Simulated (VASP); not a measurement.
Runs of VASP 6.6.1 on BN. Symmetry: R3m, No. 160, trigonal system. Conventional cell: a = 2.502 Å, b = 2.502 Å, c = 10.119 Å, α = 90.00°, β = 90.00°, γ = 120.00°. N (site symmetry 3m) has 3 B at 1.44 Å as nearest neighbours. Around B (site symmetry 3m) lie 3 N at 1.44 Å. The cell is a database's computed one.

```tsv
task	level	cell	k mesh	cutoff (eV)	smearing	grid for exact exchange (PRECFOCK)	exchange at q = 0	mesh quality	gap on the mesh (eV)	pressure (GPa)	relaxed volume (Å³/atom)	largest force (eV/Å)
single point	PBE	as given	12 × 12 × 12	520	gaussian 0.02 eV	-	-	not flagged	4.28	3.6	-	-
relaxation of cell and atoms	BLYP+D4	relaxed	12 × 12 × 12	600	fermi-dirac 0.05 eV	-	-	not flagged	4.18	0.0	8.55	0.01
relaxation of cell and atoms	BLYP+D3(BJ)	relaxed	12 × 12 × 12	600	fermi-dirac 0.05 eV	-	-	not flagged	(b)	0.0	8.63	-
band structure	r2SCAN0	as given	6 × 6 × 6	520	fermi-dirac 0.05 eV	Fast	truncated	coarse	6.68	-3.3	-	0.01
single point	PBE	as given	12 × 12 × 12	520	gaussian 0.028 eV	-	-	not flagged	4.28	3.6	-	-
relaxation of cell and atoms	BLYP+D3	relaxed	12 × 12 × 12	600	fermi-dirac 0.05 eV	-	-	not flagged	(c)	0.0	(a)	-
```

Alike in all rows: potentials or basis VASP PAW PBE potentials, release 64 (N, B); no spin polarisation.

Estimate the missing entries.

(a) 8.93; (b) 4.21; (c) 4.29.

Caveats: some runs use coarse meshes; the PAW data sets were made with another functional, which shifts forces and pressure a little (some runs).

A k mesh can miss the band edges.
